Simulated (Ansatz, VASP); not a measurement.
C in VASP and in Ansatz

```
C
1.0
     1.22945    0.70983    3.60350
    -1.22945    0.70983    3.60350
     0.00000   -1.41965    3.60350
C
2
Cartesian
  0.0000 0.0000 9.0090
  0.0000 0.0000 1.8015
```

Alike in both runs: functional PBEsol; k mesh 18 × 18 × 18; occupations fermi-dirac, width 0.05 eV; no spin polarisation.

Ansatz relaxed the structure, and its values are those at the end. VASP's run is a single point on that final structure, the one shown.

|  | VASP | Ansatz |
| --- | --- | --- |
| version | VASP 6.6.1 | Ansatz 0.2.0 |
| potentials or method | VASP PAW PBE potentials, release 64 (C) | PAW with Ansatz's default frozen-core files, scalar-relativistic |
| plane-wave cutoff (eV) | 520 | 420 |
| valence electrons in the cell | 8 | 8 |

VASP gave:

```
pressure (GPa) : 0.6
```

Task: Estimate Ansatz's values.

Result: Pressure (GPa): 0.0.

Caveats: the PAW data sets were made with another functional, which shifts forces and pressure a little (VASP).
